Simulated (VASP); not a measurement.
# GaSb (F-43m) in VASP: a series of runs, part 2 of 2

VASP 6.6.1. The steps go on from the part before.

## Step 3: Relaxation of cell and atoms, LDA

This run uses another cell than the first one, of 27.75 Å³/atom, 0.970 times its volume.

Input file INCAR:

```
SYSTEM = GaSb
PREC = Accurate ; ENCUT = 600
EDIFF = 1E-7 ; ISMEAR = 0
SIGMA = 0.03 ; LREAL = .FALSE.
LASPH = .TRUE. ; NELM = 80
ALGO = Normal ; ISIF = 3
LWAVE = .FALSE. ; LCHARG = .FALSE.
IBRION = 2 ; NSW = 90
EDIFFG = -0.005
```

Input file KPOINTS:

```
regular mesh
0
G
  10 10 10
  0 0 0
```

Input file POSCAR:

```
GaSb                                    
1.0
   -0.0000000000      3.0276660344      3.0276660344
    3.0276660344     -0.0000000000      3.0276660344
    3.0276660344      3.0276660344     -0.0000000000
  Ga              Sb            
     1     1
Direct
     0.0000000000000000    0.0000000000000000    0.0000000000000000
     0.2500000000000000    0.2500000000000000    0.2500000000000000
```

Potentials or basis: VASP PAW LDA potentials, release 64 (Ga_d, Sb).

Started as:

```console
> cat potpaw_LDA.64/Ga_d/POTCAR potpaw_LDA.64/Sb/POTCAR > POTCAR
> mpirun -np 1 vasp_std > vasp.out
```

OUTCAR:

```text
SYSTEM = GaSb
   PREC = Accurate
   ENCUT = 600
   EDIFF = 1E-7
   ISMEAR = 0
   LREAL = .FALSE.
   LASPH = .TRUE.
   NELM = 80
   ISIF = 3
   IBRION = 2
   NSW = 90
   EDIFFG = -0.005

 ion  position               nearest neighbor table
   1  0.000  0.000  0.000-   2 2.62   2 2.62   2 2.62   2 2.62
   2  0.250  0.250  0.250-   1 2.62   1 2.62   1 2.62   1 2.62

  LATTYP: Found a face centered cubic cell.
 ALAT       =     6.0553320688

  Lattice vectors:

 A1 = (   0.0000000000,   3.0276660344,   3.0276660344)
 A2 = (   3.0276660344,   0.0000000000,   3.0276660344)
 A3 = (   3.0276660344,   3.0276660344,   0.0000000000)

Analysis of symmetry for initial positions (statically):
=====================================================================
 Subroutine PRICEL returns:
 Original cell was already a primitive cell.

 Routine SETGRP: Setting up the symmetry group for a
 face centered cubic supercell.

 Subroutine GETGRP returns: Found 24 space group operations
 (whereof 24 operations were pure point group operations)
 out of a pool of 48 trial point group operations.

The static configuration has the point symmetry T_d .

Analysis of symmetry for dynamics (positions and initial velocities):
=====================================================================
 Subroutine PRICEL returns:
 Original cell was already a primitive cell.

 Routine SETGRP: Setting up the symmetry group for a
 face centered cubic supercell.

 Subroutine GETGRP returns: Found 24 space group operations
 (whereof 24 operations were pure point group operations)
 out of a pool of 48 trial point group operations.

The dynamic configuration has the point symmetry T_d .

 Subroutine INISYM returns: Found 24 space group operations
 (whereof 24 operations are pure point group operations),
 and found     1 'primitive' translations

----------------------------------------------------------------------------------------

                                     Primitive cell

  volume of cell :      55.5078

  direct lattice vectors                    reciprocal lattice vectors
     0.000000000  3.027666034  3.027666034    -0.165143709  0.165143709  0.165143709
     3.027666034  0.000000000  3.027666034     0.165143709 -0.165143709  0.165143709
     3.027666034  3.027666034  0.000000000     0.165143709  0.165143709 -0.165143709

  length of vectors
     4.281766368  4.281766368  4.281766368     0.286037295  0.286037295  0.286037295

  position of ions in fractional coordinates (direct lattice)
     0.000000000  0.000000000  0.000000000
     0.250000000  0.250000000  0.250000000

  ion indices of the primitive-cell ions
   primitive index   ion index
                 1           1
                 2           2

----------------------------------------------------------------------------------------

 KPOINTS: regular mesh

Automatic generation of k-mesh.
 Grid dimensions read from file:
 generate k-points for:   10   10   10

 Generating k-lattice:

  Cartesian coordinates                     Fractional coordinates (reciprocal lattice)
    -0.016514371  0.016514371  0.016514371     0.100000000  0.000000000  0.000000000
     0.016514371 -0.016514371  0.016514371     0.000000000  0.100000000  0.000000000
     0.016514371  0.016514371 -0.016514371     0.000000000  0.000000000  0.100000000

  Length of vectors
[... 41 lines left out ...]
   dimension x,y,z NGXF=    72 NGYF=   72 NGZF=   72
   ions per type =               1   1
   NGX,Y,Z   is equivalent  to a cutoff of  13.98, 13.98, 13.98 a.u.
   NGXF,Y,Z  is equivalent  to a cutoff of  27.96, 27.96, 27.96 a.u.
 SYSTEM =  GaSb
   PREC   = accura    normal or accurate (medium, high low for compatibility)
   ISTART =      0    job   : 0-new  1-cont  2-samecut
   ICHARG =      2    charge: 1-file 2-atom 10-const
   ISPIN  =      1    spin polarized calculation?
   LNONCOLLINEAR =      F non collinear calculations
   LSORBIT =      F    spin-orbit coupling
   LASPH  =      T    aspherical Exc in radial PAW
   ENCUT  =  600.0 eV  44.10 Ry    6.64 a.u.   8.55  8.55  8.55*2*pi/ulx,y,z
   NELM   =     80;   NELMIN=  2; NELMDL= -5     # of ELM steps
   EDIFF  = 0.1E-06   stopping-criterion for ELM
   LREAL  =      F    real-space projection
   EDIFFG = -.5E-02   stopping-criterion for IOM
   NSW    =     90    number of steps for IOM
   IBRION =      2    ionic relax: 0-MD 1-quasi-New 2-CG
   NFREE  =      1    steps in history (QN), initial steepest desc. (CG)
   ISIF   =      3    stress and relaxation
   ISYM   =      2    0-nonsym 1-usesym 2-fastsym
   POTIM  = 0.5000    time-step for ionic-motion
   TEBEG  =    0.0;   TEEND  =   0.0 temperature during run
   PSTRESS=    0.0 pullay stress
   NELECT =      18.0000    total number of electrons
   NUPDOWN=      -1.0000    fix difference up-down
   EMIN   =  10.00;   EMAX   =-10.00  energy-range for DOS
   EFERMI =   0.00;   METHOD = LEGACY
   ISMEAR =     0;   SIGMA  =   0.03  broadening in eV -4-tet -1-fermi 0-gaus
   EFERMI_NEDOS =   21; number of points for ismear=-14 and -15
   IALGO  =     38    algorithm
   IMIX   =      4    mixing-type and parameters
     AMIX     =   0.40;   BMIX     =  1.00
     AMIX_MAG =   1.60;   BMIX_MAG =  1.00
  volume/ion in A,a.u.               =      27.75       187.29
  Fermi-wavevector in a.u.,A,eV,Ry     =   1.124728  2.125429 17.211563  1.265014
  Thomas-Fermi vector in A             =   2.261402
   LORBIT       =      0    0 simple, 1 ext, 2 COOP (PROOUT), +10 PAW based schemes
   GGA     = CA    functional components
   LHFCALC =     F    Hartree Fock is set to
   AEXX    =    0.0000 exact exchange contribution
   IVDW    =     0    specifies the selected vdW correction
   LEPSILON=     F    determine dielectric tensor
   LRPA    =     F    only Hartree local field effects (RPA)
 conjugate gradient relaxation of ions
 non-spin polarized calculation
 Gauss-broadening in eV      SIGMA  =   0.03
  energy-cutoff  :      600.00
  volume of cell :       55.51
 maximum number of plane-waves:      1875
 NGX is ok and might be reduce to    36
   NGX = 17   NGY = 17   NGZ = 17

 number of electron      18.0000005 magnetization

 Free energy of the ion-electron system (eV)
  ---------------------------------------------------
  ext. energy  EPLUGINS =         0.00000000
  ---------------------------------------------------
  free energy    TOTEN  =        -8.67220345 eV

  energy without entropy =       -8.67219908  energy(sigma->0) =       -8.67220127

 E-fermi :   5.0546     XC(G=0):  -9.5303

 val. band max:        5.0019955163   @ k =   0.0000   0.0000   0.0000
 cond. band min:       5.0983517196   @ k =   0.0000   0.0000   0.0000
 fundamental gap:      0.0963562032
 Fermi energy:         5.0546282890

 k-point     1 :       0.0000    0.0000    0.0000
  band No.  band energies     occupation
      1     -10.2070      2.00000
      2     -10.2070      2.00000
      3     -10.2070      2.00000
      4     -10.1528      2.00000
      5     -10.1528      2.00000
      6      -6.7332      2.00000
      7       5.0020      1.98690
      8       5.0020      1.98690
      9       5.0020      1.98690
     10       5.0984      0.03929
     11       7.7428      0.00000
     12       7.7428      0.00000
     13       7.7428      0.00000
[... 354 lines left out ...]
  band No.  band energies     occupation
      1     -10.2468      2.00000
      2     -10.1866      2.00000
      3     -10.1860      2.00000
      4     -10.1624      2.00000
      5     -10.1498      2.00000
      6      -5.0593      2.00000
      7      -0.7051      2.00000
      8       2.3900      2.00000
      9       2.7229      2.00000
     10       6.1412      0.00000
     11       7.2110      0.00000
     12      11.2255      0.00000
     13      11.7454      0.00000

 [... further k-points ...]

------------------------ aborting loop because EDIFF is reached ----------------------------------------

  FORCE on cell =-STRESS in cart. coord.  units (eV):
  Direction    XX          YY          ZZ          XY          YZ          ZX
  --------------------------------------------------------------------------------------
  -------------------------------------------------------------------------------------
  Total       -0.0095974     -0.0095974     -0.0095974      0.0000000      0.0000000     -0.0000000
  in kB       -0.2770186     -0.2770186     -0.2770186      0.0000000      0.0000000     -0.0000000
  external PRESSURE =      -0.2770186 kB  Pullay stress =       0.0000000 kB

 VOLUME and BASIS-vectors are now :
 -----------------------------------------------------------------------------
  energy-cutoff  :      600.00
  volume of cell :       55.51
      direct lattice vectors                 reciprocal lattice vectors
     0.000000000  3.027666034  3.027666034    -0.165143709  0.165143709  0.165143709
     3.027666034  0.000000000  3.027666034     0.165143709 -0.165143709  0.165143709
     3.027666034  3.027666034  0.000000000     0.165143709  0.165143709 -0.165143709

 POSITION                                       TOTAL-FORCE (eV/Angst)
 -----------------------------------------------------------------------------------
      0.00000      0.00000      0.00000        -0.000000     -0.000000     -0.000000
      1.51383      1.51383      1.51383         0.000000      0.000000      0.000000
 -----------------------------------------------------------------------------------
    total drift:                               -0.000000     -0.000000     -0.000000

  FREE ENERGIE OF THE ION-ELECTRON SYSTEM (eV)
  ---------------------------------------------------
  free  energy   TOTEN  =        -8.6722034462 eV

  energy  without entropy=       -8.6721990847  energy(sigma->0) =       -8.67220127

 reached required accuracy - stopping structural energy minimisation
```

OSZICAR:

```text
N       E                     dE             d eps       ncg     rms          rms(c)
DAV:   1     0.822921910932E+02    0.82292E+02   -0.94222E+03  1222   0.189E+03
DAV:   2    -0.249649785908E+01   -0.84789E+02   -0.82458E+02  1377   0.339E+02
DAV:   3    -0.868125186029E+01   -0.61848E+01   -0.61426E+01  1487   0.771E+01
DAV:   4    -0.879745216437E+01   -0.11620E+00   -0.11616E+00  1448   0.118E+01
DAV:   5    -0.880046359372E+01   -0.30114E-02   -0.30114E-02  1528   0.165E+00    0.341E+00
DAV:   6    -0.870910864086E+01    0.91355E-01   -0.85685E-02  1677   0.524E+00    0.200E+00
DAV:   7    -0.867242083718E+01    0.36688E-01   -0.63687E-02  1380   0.218E+00    0.300E-01
DAV:   8    -0.867213225054E+01    0.28859E-03   -0.50049E-03  1517   0.104E+00    0.924E-02
DAV:   9    -0.867220469181E+01   -0.72441E-04   -0.37282E-04  1389   0.184E-01    0.349E-02
DAV:  10    -0.867220026141E+01    0.44304E-05   -0.17988E-05  1510   0.386E-02    0.118E-02
DAV:  11    -0.867220346510E+01   -0.32037E-05   -0.41408E-06  1368   0.207E-02    0.409E-03
DAV:  12    -0.867220344622E+01    0.18883E-07   -0.16570E-07  1032   0.370E-03
   1 F= -.86722034E+01 E0= -.86722013E+01  d E =-.867220E+01
```

Wall time 14 s (1 thread of Intel Xeon 6975P-C (Granite Rapids), shared host); peak memory 0.19 GiB.

What came out:

* Free energy: -8.6722 eV
* Pressure after relaxing: 0.0 GPa
* Band gap on the k mesh: 0.10 eV, direct

Final structure:
```
CELL_PARAMETERS angstrom
0.00000 3.02767 3.02767
3.02767 0.00000 3.02767
3.02767 3.02767 0.00000
ATOMIC_POSITIONS crystal
Ga 0.00000 0.00000 0.00000
Sb 0.25000 0.25000 0.25000
```

Caveat: the relaxation stopped at its first step, so nothing moved; spin-orbit coupling is left out, which moves the levels of the heavy elements.
